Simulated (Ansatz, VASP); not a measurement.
**One calculation of SiO2, two programs**

INCAR

```
PREC = Accurate
ENCUT = 520
EDIFF = 1E-7
ISMEAR = 0
SIGMA = 0.02
LREAL = False
LASPH = True
NELM = 60
ALGO = Normal
ISIF = 2
LWAVE = False
LCHARG = False
NBANDS = 25
```

KPOINTS

```
Automatic mesh
0
Gamma
  10 10 10
```

The input POSCAR:

```
SiO2
1.0
   -1.7148772711      1.7148772711      3.9124676091
    1.7148772711     -1.7148772711      3.9124676091
    1.7148772711      1.7148772711     -3.9124676091
Si O
2 4
Direct
    0.0000000000      0.0000000000      0.0000000000
    0.7500000000      0.2500000000      0.5000000000
    0.3750000000      0.3850012569      0.5100012569
    1.1350012569      0.6250000000      1.0100012569
    0.6149987431      0.1250000000     -0.0100012569
    0.8750000000     -0.1350012569      0.4899987431
```

Input for Ansatz:

```yaml
crystal:
  lattice:
    - [-1.7148772711, 1.7148772711, 3.9124676091]
    - [1.7148772711, -1.7148772711, 3.9124676091]
    - [1.7148772711, 1.7148772711, -3.9124676091]
  atoms:
    - { symbol: Si, position: [0.0, 0.0, 0.0] }
    - { symbol: Si, position: [0.75, 0.25, 0.5] }
    - { symbol: O, position: [0.375, 0.3850012569, 0.5100012569] }
    - { symbol: O, position: [1.1350012569, 0.625, 1.0100012569] }
    - { symbol: O, position: [0.6149987431, 0.125, -0.0100012569] }
    - { symbol: O, position: [0.875, -0.1350012569, 0.4899987431] }
basis:
  ecutwfc: 420
kpoints:
  mp_grid: { grid: [10, 10, 10] }
  band_path: { path: [VBM, CBM], npoints: 2 }
hamiltonian:
  xc: lda
scf:
  occupations: { method: gaussian, width: 0.02 }
output:
  forces: true
  stress: true
  eigenvalues: true
checkpoint:
  read: start.run
  write: ck
  compress: false
  write_wavefunctions: false
  write_every: 100000
```

Alike in both runs: task single point; functional LDA; k mesh 10 × 10 × 10; occupations gaussian, width 0.02 eV; no spin polarisation.

|  | VASP | Ansatz |
| --- | --- | --- |
| version | VASP 6.6.1 | Ansatz 0.2.0 |
| potentials or method | VASP PAW LDA potentials, release 64 (Si, O) | scalar-relativistic, plane waves, PAW |
| plane-wave cutoff (eV) | 520 | 420 |
| valence electrons in the cell | 32 | 32 |

|  | VASP | Ansatz | Ansatz less VASP |
| --- | --- | --- | --- |
| gap on the k mesh at the Fermi level (eV) | 5.58 | 5.62 | +0.045 |
| least direct gap on the mesh (eV) | 6.01 | 6.05 | +0.037 |
| rms of the force components (eV/Å) | 0.051 | 0.001 | -0.0508 |

Atom by atom the forces differ by 0.052 eV/Å (rms over components).

 A k mesh can miss the band edges. LDA gaps usually lie below the measured ones, often by a third to a half.
